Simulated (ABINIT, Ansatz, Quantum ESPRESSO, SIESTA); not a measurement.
**NbAs: 5 runs at one level of theory**

```
Nb As
1.0
    -1.72585    1.72585    5.84000
     1.72585   -1.72585    5.84000
     1.72585    1.72585   -5.84000
Nb As
2 2
Cartesian
  0.0000 1.7259 0.0000
  0.0000 0.0000 8.7600
  0.0000 1.7259 4.8589
  0.0000 0.0000 1.9389
```

Alike in all runs: task single point; functional PBEsol; k mesh 11 × 11 × 11; occupations fermi-dirac, width 0.05 eV; no spin polarisation; no spin-orbit coupling. Pressure is positive in compression and, in plane waves, holds the error of the finite cutoff, which Ansatz's Pulay term estimates and takes out.

| program and potentials | plane-wave cutoff (eV) | notes | pressure (GPa) | largest force (eV/Å) |
| --- | --- | --- | --- | --- |
| Ansatz, Ansatz PAW | 420 | potentials made for PBE, which Ansatz adapts in part; 14 valence electrons an atom on average; Pulay term of +0.02 GPa included | -2.34 | 0.288 |
| SIESTA, files PseudoDojo sr-pbesol-0.4.1-standard, DZP (energy shift 0.003 Ry; two zetas on semicore shells) | - | atomic basis; 14 valence electrons an atom on average | 0.44 | 0.340 |
| Ansatz, all-electron LAPW, scalar-relativistic | - | - | -2.35 | 0.288 |
| ABINIT, JTH PAW PBE v2.0 | 435 | potentials made for PBE; 14 valence electrons an atom on average | ? | ? |
| Quantum ESPRESSO, GBRV 1.5 PBEsol | 612 | 9 valence electrons an atom on average | -1.95 | 0.290 |

Problem. Estimate from the other rows what the run with ABINIT, JTH PAW PBE v2.0 gave.

Solution. Pressure -2.56 GPa; largest force 0.291 eV/Å. The other rows, which needn't bracket it: pressure -2.35 to 0.44; largest force 0.288 to 0.340.
